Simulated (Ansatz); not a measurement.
Here is an Ansatz 0.2.0 calculation.

File input.yaml:

```yaml
crystal:
  lattice:
    - [1.397149, -2.600516, 0.0]
    - [1.397149, 2.600516, 0.0]
    - [0.0, 0.0, 2.698231]
  atoms:
    - { symbol: Ge, position: [0.5, 0.5, 0.0] }
hamiltonian:
  xc: pbesol
  pseudopotentials: { kind: paw }
kpoints:
  mp_grid: { grid: [11, 11, 10] }
  band_path:
    path:
      - [[0.0, 0.0, 0.0], [0.3221616403, 0.3221616403, 0.0], [0.0, 0.5, 0.0], [0.0, 0.5, 0.5], [0.3221616403, 0.3221616403, 0.5], [0.0, 0.0, 0.5], [0.0, 0.0, 0.0], [-0.5, 0.5, 0.0], [-0.3221616403, 0.6778383597, 0.0], [-0.3221616403, 0.6778383597, 0.5], [-0.5, 0.5, 0.5], [-0.5, 0.5, 0.0]]
      - [[0.0, 0.0, 0.5], [-0.5, 0.5, 0.5]]
    npoints: 14
scf:
  occupations: { method: fermi_dirac, width: 0.05 }
  n_extra_bands: 6
output:
  forces: true
  stress: true
  eigenvalues: true
  fatbands: true
```

Potentials or basis: Ansatz PAW.

Run with:

```bash
$ ansatz run input.yaml --threads 2 --pin off --max-ram 5632MiB --backend cpu --events-out ev --progress --plain --runs-dir out
```

Q: What does it give for the pressure?

A: -4.1 GPa.

Q: Estimate the band gap on the k mesh.

A: None (metal or under the smearing width).

Levels at the corners of the path, in eV from the Fermi level:
```
point  band 3  band 4  band 5  band 6  band 7  band 8  band 9  band 10  band 11  band 12
    Γ  -24.57  -24.46  -24.44  -12.83    6.69    7.16    8.67    10.16    12.45    14.83
    X  -24.52  -24.49  -24.48   -6.99   -3.52   -2.97   11.07    16.58    17.31    18.14
    S  -24.50  -24.47  -24.47   -7.77   -5.27    3.47    7.46    10.56    16.45    16.47
    R  -24.54  -24.47  -24.37   -3.62   -2.20   -1.56    3.64     6.34    11.60    13.11
    A  -24.55  -24.52  -24.38   -2.73   -0.98   -0.45    0.16     5.25     5.55    20.82
    Z  -24.53  -24.51  -24.47   -9.06   -5.66    9.98   11.49    15.94    16.11    17.17
    Γ  -24.57  -24.46  -24.44  -12.83    6.69    7.16    8.67    10.16    12.45    14.83
    Y  -24.50  -24.48  -24.45   -8.63   -5.48    5.24    9.13     9.90    15.71    16.15
   X1  -24.52  -24.49  -24.48   -6.99   -3.52   -2.97   11.07    16.58    17.31    18.14
   A1  -24.55  -24.52  -24.38   -2.73   -0.98   -0.45    0.16     5.25     5.55    20.82
    T  -24.52  -24.47  -24.39   -4.58   -2.36   -2.20    3.25     8.12    13.39    14.84
    Y  -24.50  -24.48  -24.45   -8.63   -5.48    5.24    9.13     9.90    15.71    16.15
    Z  -24.53  -24.51  -24.47   -9.06   -5.66    9.98   11.49    15.94    16.11    17.17
    T  -24.52  -24.47  -24.39   -4.58   -2.36   -2.20    3.25     8.12    13.39    14.84
```

Caveat: the PAW data sets come from PBE, with cores solved anew for the run's functional, which leaves a small shift of forces and pressure.
